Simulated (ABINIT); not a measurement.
Pb:

```xyz
2
Lattice="0.0000 3.4390 3.4390 3.4390 0.0000 3.4390 3.4390 3.4390 0.0000" Properties=species:S:1:pos:R:3 pbc="T T T"
Pb    1.7195    1.7195    1.7195
Pb    0.0000    0.0000    0.0000
```

This isn't the form of Pb at room conditions, which is fcc.

- Program: ABINIT 10.8.3 (patched build)
- Task: relaxation of cell and atoms
- Functional: PBE
- Potentials or basis: JTH PAW PBE v2.0
- Cutoff: 599 eV
- k mesh: 5 × 5 × 5
- Occupations: fermi-dirac, width 0.05 eV
- Spin: no spin polarisation

At the start: pressure 2.7 GPa; volume 40.67 Å³/atom.

How do energy, volume and symmetry change on relaxing?

Over 5 steps the energy falls by 29.3 meV/atom and the volume is 44.41 Å³/atom (+9.2 %); space group Fd-3m (No. 227, to 0.05 Å).

Step by step:
```
step  energy change (eV)  largest force (eV/Å)  pressure (GPa)  volume (Å³)
   1              0.0000                0.0000            2.73        81.34
   2             -0.0110                0.0000            2.42        82.03
   3             -0.0579                0.0000            0.25        87.95
   4             -0.0586                0.0000            0.03        88.73
   5             -0.0586                0.0000            0.00        88.82
```

Final structure:
```
Pb
1.0
     0.00000    3.54131    3.54131
     3.54131    0.00000    3.54131
     3.54131    3.54131    0.00000
Pb
2
Direct
  0.25000 0.25000 0.25000
  0.00000 0.00000 0.00000
```
